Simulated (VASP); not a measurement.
Here is a VASP 6.6.1 calculation.

INCAR

```
  PREC = Accurate
  ENCUT = 520
  EDIFF = 1E-7
  ISMEAR = 0
  SIGMA = 0.1
  LREAL = False
  LASPH = True
  NELM = 80
  ALGO = Fast
  ISIF = 3
  LWAVE = False
  LCHARG = False
  GGA = PE
  IBRION = 2
  NSW = 80
  EDIFFG = -0.002
```

File KPOINTS:

```
Automatic mesh
0
Gamma
  18 18 18
```

The input POSCAR:

```
Mo
1.0
   -1.5734150000      1.5734150000      1.5734150000
    1.5734150000     -1.5734150000      1.5734150000
    1.5734150000      1.5734150000     -1.5734150000
Mo
1
Direct
    0.0000000000      0.0000000000      0.0000000000
```

Potentials or basis: VASP PAW PBE potentials, release 64 (Mo_sv).

Run with:

```bash
$ cat potpaw_PBE.64/Mo_sv/POTCAR > POTCAR
$ mpirun -np 1 vasp_std > vasp.out
```

(1) What does it give for the space group after relaxing (to 0.05 Å)?

(2) Predict the relaxed volume.

(3) Predict the band gap on the k mesh.

(4) Estimate the relaxed cell.

Results:

(1) Im-3m (No. 229).

(2) 15.81 Å³/atom.

(3) none (metal or under the smearing width).

(4) a = 2.739 Å, b = 2.739 Å, c = 2.739 Å, α = 109.47°, β = 109.47°, γ = 109.47°.
